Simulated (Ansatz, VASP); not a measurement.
One calculation of BN, two programs

File INCAR:

```
ALGO = Normal
EDIFF = 1E-7
ENCUT = 520
GGA = PE
ISIF = 2
ISMEAR = -1
LASPH = T
LCHARG = F
LREAL = F
LWAVE = F
NBANDS = 11
NELM = 60
PREC = Accurate
SIGMA = 0.02
```

Contents of KPOINTS:

```
k-points
0
Gamma
  12 12 12
```

The input POSCAR:

```
BN
1.0
    0.0000000000      1.8048254650      1.7687289557
    1.8048254650      0.0000000000      1.7687289557
    1.8048254650      1.8048254650      0.0000000000
B N
1 1
Direct
    0.0000000000      0.0000000000      0.0000000000
    0.2500000000      0.2500000000      0.2500000000
```

Input for Ansatz:

```yaml
crystal:
  lattice:
    - [0.0, 1.804825465, 1.7687289557]
    - [1.804825465, 0.0, 1.7687289557]
    - [1.804825465, 1.804825465, 0.0]
  atoms:
    - { symbol: B, position: [0.0, 0.0, 0.0] }
    - { symbol: "N", position: [0.25, 0.25, 0.25] }
kpoints:
  mp_grid: { grid: [12, 12, 12] }
  band_path:
    path:
      - [0.0, 0.0, 0.0]
      - [-0.5, -0.5, 0.0]
      - [-0.375, -0.375, 0.25]
      - [-0.375, 0.0, 0.375]
      - [0.0, 0.0, 0.5]
      - [-0.5, -0.25, 0.25]
    npoints: 1
hamiltonian:
  xc: pbe
scf:
  occupations: { method: fermi_dirac, width: 0.02 }
  n_extra_bands: 4
output:
  forces: true
  stress: true
  eigenvalues: true
```

Change from the starting cell: uniaxial_z strain -2.0%.

Alike in both runs: task single point; functional PBE; k mesh 12 × 12 × 12; occupations fermi-dirac, width 0.02 eV; no spin polarisation.

```csv
,VASP,Ansatz
version,VASP 6.6.1,Ansatz 0.2.0
potentials or method,"VASP PAW PBE potentials, release 64 (B, N)","plane waves, PAW"
plane-wave cutoff (eV),520,420
valence electrons in the cell,8,8
```

|  | VASP | Ansatz | Ansatz less VASP |
| --- | --- | --- | --- |
| gap on the k mesh at the Fermi level (eV) | 4.12 | 4.13 | +0.011 |
| pressure (GPa) | 13.2 | 12.9 | -0.34 |
| largest component of the traceless stress (GPa) | 8.23 | 8.23 | -0.003 |

A k mesh can miss the band edges.
